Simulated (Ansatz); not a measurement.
AgI (wurtzite) under strain

AgI built on the wurtzite prototype, relaxed with r2SCAN in Ansatz 0.2.0. It is hexagonal, P6_3mc (No. 186); conventional cell a = 4.651 Å, c = 7.599 Å, 35.59 Å³ an atom. Around Ag lie 4 I at 2.85 Å; around I lie 4 Ag at 2.85 Å.

The axes x, y and z are those of this cell:
```
CELL_PARAMETERS angstrom
4.65087 0.00000 0.00000
-2.32544 4.02777 0.00000
0.00000 0.00000 7.59930
ATOMIC_POSITIONS crystal
Ag 0.33333 0.66667 0.00000
Ag 0.66667 0.33333 0.50000
I 0.33333 0.66667 0.37500
I 0.66667 0.33333 0.87500
```

Unstrained: The PBE gap is direct at Γ: 1.367 eV. With r2SCAN the gap is 1.861 eV and direct, at Γ. HSE06 gives a direct gap of 2.531 eV at Γ. Meshes: PBE 6×6×4, r2SCAN 6×6×4, HSE06 6×6×2. Strains are changes of length per length. After each strain the atoms were relaxed again with r2SCAN within the symmetry that the strain leaves, so tilts or polar shifts that break it weren't tested; points keep the names that they have in the unstrained zone. The values are computed, spin-unpolarised, and not measurements.

Changes of the least gap in eV (an overlap counts as a negative gap):
```csv
strain,volume change (%),space group,PBE,r2SCAN,HSE06,"energy rise, r2SCAN (meV/atom)"
uniaxial -0.5 % along x,-0.5,Cmc2_1,-0.006,-0.006,–,0.1
uniaxial +0.5 % along z,+0.5,P6_3mc,-0.003,-0.003,-0.003,0.1
"epitaxial +0.5 % in the xy plane, free normal strain -0.62 %",+0.4,P6_3mc,+0.006,+0.008,+0.008,0.2
isotropic +3.0 % on every length,+9.3,P6_3mc,+0.004,+0.004,+0.014,23.1
```

Uniaxial -0.5 % along x, other directions held. r2SCAN: the gap goes from 1.861 to 1.855 eV (-0.006 eV); with r2SCAN the top three valence levels at Γ, grouped 2+1 from the top over 62 meV, become 1+1+1 over 70 meV. Stress change with r2SCAN, compression positive: xx +0.19, yy +0.14, zz +0.10 GPa.

Uniaxial +0.5 % along z, other directions held. HSE06: the gap goes from 2.531 to 2.528 eV (-0.003 eV). Stress change with r2SCAN, compression positive: xx -0.12, yy -0.12, zz -0.20 GPa.

Epitaxial +0.5 % in the xy plane, free normal strain -0.62 %. HSE06: the gap goes from 2.531 to 2.539 eV (+0.008 eV). Stress change with r2SCAN, compression positive: xx -0.16, yy -0.16, zz +0.01 GPa.

Isotropic +3.0 % on every length. HSE06: the gap goes from 2.531 to 2.545 eV (+0.014 eV); with r2SCAN the top three valence levels at Γ, grouped 2+1 from the top over 62 meV, become 2+1 over 48 meV. Stress change with r2SCAN, compression positive: xx -2.02, yy -2.02, zz -2.05 GPa. For HSE06, dE_g/d ln V = 0.2 eV over this step.

Spin-orbit coupling is left out, which matters wherever the heavy atoms make up the band edges.

The meshes of the hybrids are coarse, so their gaps aren't converged to the digits shown.

The splittings at Γ are without spin-orbit coupling, which regroups them where it is of like size or larger.
